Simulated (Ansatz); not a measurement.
Elastic constants of BN at 5 GPa (stress–strain coefficients): input and output

Computed with Ansatz, DFT LDA, scalar-relativistic, plane waves, PAW.

Launched with:
```bash
ansatz run input.yaml --threads 1 --pin off --max-ram 3072MiB --backend cpu --events-out ev --progress --plain --runs-dir out
```

Input (bare energies are in eV):
```yaml
crystal:
  lattice:
    - [2.4678408519, 0.0024414818, -0.2372585401]
    - [-1.2246344745, 2.1425474516, 0.2372696094]
    - [-0.9563934892, -0.8784700296, 2.9962270146]
  atoms:
    - { symbol: B, position: [0.9919098603, 0.9918586468, -0.0048454929] }
    - { symbol: "N", position: [0.6562391397, 0.3240253532, 0.9916504929] }
basis:
  ecutwfc: 420
kpoints:
  mp_grid: { grid: [12, 12, 12] }
hamiltonian:
  xc: lda
scf:
  occupations: { method: fixed }
output:
  forces: true
  stress: true
  eigenvalues: true
  polarization: {}
elastic:
  mode: relaxed_ion
  stencil: two_point
```

From the output:
```
--- Elastic constants: 3 strain directions × 2 members + reference (group order 6) ---
  dense FFT box of the reference and of every strained cell: 18×18×24
  strains applied: 11, 33, 23; error gains: componentwise 1.02 (the most a stress slope's error grows in a printed constant), spectral 1.44 (1 for all six strains in a standard setting)
  reference relaxed by the batch: 2 steps; max|allowed force component| 7.91e-5 eV/Å at the deck's positions, 5.44e-7 at the last accepted step, 5.81e-7 by the solve of record
  largest displacement 3.3e-6 Å; the constants are those of the deck's cell at these positions:
  atoms:
    - { symbol: B, position: [0.9919099293579531, 0.9918597146789764, -0.004844355963070401] }
    - { symbol: N, position: [0.6562390706420469, 0.32402428532102345, 0.9916493559630704] }
  C = ∂σ_k/∂η_j (tension-positive GPa; Voigt order 11 22 33 23 13 12):
      1020.382    255.822     17.572      4.776    -94.429      2.751
       255.831   1030.549     14.723     63.543    -23.436      6.117
        17.622     14.792     79.997     -1.822      3.143     -2.471
         4.692     63.620     -1.825     22.398     -1.812    -35.407
       -94.423    -23.429      3.148     -1.812     24.472     11.635
         2.759      6.124     -2.487    -35.407     11.715    386.793
  reference stress σ⁰ (GPa):     -4.993     -4.993     -4.985     -0.000      0.001     -0.000
  C* (energy form; C + prestress term) asymmetry max|C*_kj − C*_jk| = 8.467e-2 GPa — a small one proves nothing (zero by symmetry where the batch's group is 432, −43m or m−3m); a large one is finite-difference/SCF noise where every solve ...
  moduli (Voigt/Reuss/Hill, GPa): K = 300.81/73.54/187.18   G = 209.58/31.41/120.50   E = 297.63   ν = 0.235
  mechanically stable: yes (min eigenvalue of sym C = 14.71 GPa)
  e, the proper piezoelectric tensor (elastic.mode: relaxed_ion; C/m²; rows x y z; Voigt order 11 22 33 23 13 12):
       0.01301    0.01302   -0.04071    0.03745    0.00534   -0.35727
      -0.36274    0.34765    0.02360    0.04826    0.03745    0.00358
       0.10347    0.14638   -0.40251    0.02907   -0.05015    0.03745
  ±, each entry's uncertainty from the finite density of the strings (C/m²), an estimate: the size of the correction for it that the entry includes:
       0.00002    0.00025    0.00037    0.00094    0.00120    0.00929
       0.00946    0.00933    0.00021    0.00013    0.00094    0.00004
       0.00177    0.00284    0.00611    0.00038    0.00065    0.00094
  the group's symmetry takes up to 1.0e-3 C/m² out of the measured responses: error of the strings' finite density and of the mesh across them, as far as it breaks the symmetry (raise kpoints.mp_grid and any string_points); the largest step ...
  strain η (Voigt 11):  stress-route row diagonal C_11 = 1020.38 GPa, energy-path curvature d²(F+E_count+ΔE)/dδ²/Ω₀ = 1020.92 GPa
         δ    σ_11 (GPa) F (eV) n_scf n_hpsi n_pw
    -2.000e-3      -7.0433        -526.3254329       2   75727    317   relax 4 steps, max|allowed force component| 3.31e-5 eV/Å
     2.000e-3      -2.9618        -526.3273998       2   74315    317   relax 4 steps, max|allowed force component| 4.39e-5 eV/Å
  strain η (Voigt 33):  stress-route row diagonal C_33 = 80.01 GPa, energy-path curvature d²(F+E_count+ΔE)/dδ²/Ω₀ = 80.10 GPa
         δ    σ_33 (GPa) F (eV) n_scf n_hpsi n_pw
    -2.000e-3      -5.1486        -526.3256202       2   74388    317   relax 4 steps, max|allowed force component| 2.96e-8 eV/Å
     2.000e-3      -4.8286        -526.3275905       2   74460    317   relax 4 steps, max|allowed force component| 2.76e-7 eV/Å
  strain η (Voigt 23):  stress-route row diagonal C_44 = 22.39 GPa, energy-path curvature d²(F+E_count+ΔE)/dδ²/Ω₀ = 25.00 GPa
         δ    σ_23 (GPa) F (eV) n_scf n_hpsi n_pw
    -2.000e-3      -0.0451        -526.3266139       2   74847    317   relax 3 steps, max|allowed force component| 3.38e-5 eV/Å
     2.000e-3       0.0444        -526.3266128       2   74940    317   relax 3 steps, max|allowed force component| 3.16e-5 eV/Å
--- Formal polarisation (Berry phase): one branch of a lattice of values; only differences between neighbouring runs are physical ---
  axis mesh electronic ionic p = total spread (rad) least overlap resolved gap  δp at fixed H ≤   (phases in cycles; p mod 1; gap in eV; gap and δp judge the states as solved, not the mesh's step, its ...
  b1    12×12×12        0.75141966     6.25692514     7.00834481      0.714524         0.9109        4.7107           1.2e-6
  b2    12×12×12       -0.59152817     4.59570057     4.00417240      0.563113         0.9128        4.7107           9.4e-7
  b3    12×12×12        0.06880350     4.94371371     5.01251721      0.106671         0.9765        4.7107           6.4e-7
  quantum along a1:   0.15868212 e/Å² =   254.236788 µC/cm²
  quantum along a2:   0.15868212 e/Å² =   254.236788 µC/cm²
  quantum along a3:   0.20901066 e/Å² =   334.871992 µC/cm²
  P = (  0.48630076,   0.26836599,   0.91564774) e/Å² = (  779.139713,   429.969721,  1467.029420) µC/cm²  (mod the quanta)
```

The run took 4.6 min on 1 thread of Intel(R) Xeon(R) Platinum 8259CL CPU @ 2.50GHz (Skylake/Cascade Lake) (shared host), peak memory 0.52 GiB.

The crystal is built of layers and no dispersion correction was added, so the binding between them is poorly described, and with it their spacing and whatever depends on it.

This form isn't the usual stable structure of the compound at low pressure.